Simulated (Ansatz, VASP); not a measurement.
Cl: VASP beside Ansatz

INCAR

```
SYSTEM = Cl
ALGO = Normal
EDIFF = 1E-7
ENCUT = 520
GGA = PE
ISIF = 2
ISMEAR = -1
LASPH = .True.
LCHARG = .False.
LREAL = .False.
LWAVE = .False.
NBANDS = 10
NELM = 100
PREC = Accurate
SIGMA = 0.05
```

The input KPOINTS:

```
k-points
0
Gamma
  18 18 18
  0 0 0
```

Contents of POSCAR:

```
Cl
1.0
    2.8604578128      0.0000000000      0.0000000000
    0.0000000000      2.8604578128      0.0000000000
    0.0000000000      0.0000000000      2.8604578128
Cl
1
Direct
    0.0000000000      0.0000000000      0.0000000000
```

Input for Ansatz:

```yaml
crystal:
  lattice:
    - [2.8604578128, 0.0, 0.0]
    - [0.0, 2.8604578128, 0.0]
    - [0.0, 0.0, 2.8604578128]
  atoms:
    - { symbol: Cl, position: [0.0, 0.0, 0.0] }
kpoints:
  mp_grid: { grid: [18, 18, 18] }
  band_path:
    path:
      - [0.0, 0.0, 0.0]
      - [0.0, 0.5, 0.0]
      - [0.5, 0.5, 0.0]
      - [0.0, 0.0, 0.0]
      - [0.5, 0.5, 0.5]
      - [0.0, 0.5, 0.0]
      - [0.5, 0.5, 0.5]
      - [0.5, 0.5, 0.0]
    npoints: 8
scf:
  occupations: { method: fermi_dirac, width: 0.05 }
hamiltonian:
  xc: pbe
  pseudopotentials: { kind: all_electron, lapw: { basis_error: 0.0005 } }
output:
  forces: true
  stress: true
  eigenvalues: true
  populations: true
  dos: { projected: true, de: 0.2, e_range: [-14, 8] }
```

The real solid is made of molecules; this cell is a model form.

Alike in both runs: task single point; functional PBE; k mesh 18 × 18 × 18; occupations fermi-dirac, width 0.05 eV; no spin polarisation.

```csv
,VASP,Ansatz
version,VASP 6.6.1,Ansatz 0.2.0
potentials or method,"VASP PAW PBE potentials, release 64 (Cl)","all-electron LAPW, scalar-relativistic"
plane-wave cutoff (eV),520,see its input
```

|  | VASP | Ansatz | Ansatz less VASP |
| --- | --- | --- | --- |
| pressure (GPa) | -0.1 | 0.0 | +0.10 |

Ansatz ran all-electron here, so the differences hold the error of VASP's frozen core and of both bases.

Caveats: an odd number of electrons without spin polarisation forces a metal; a magnetic or distorted state may lie lower.
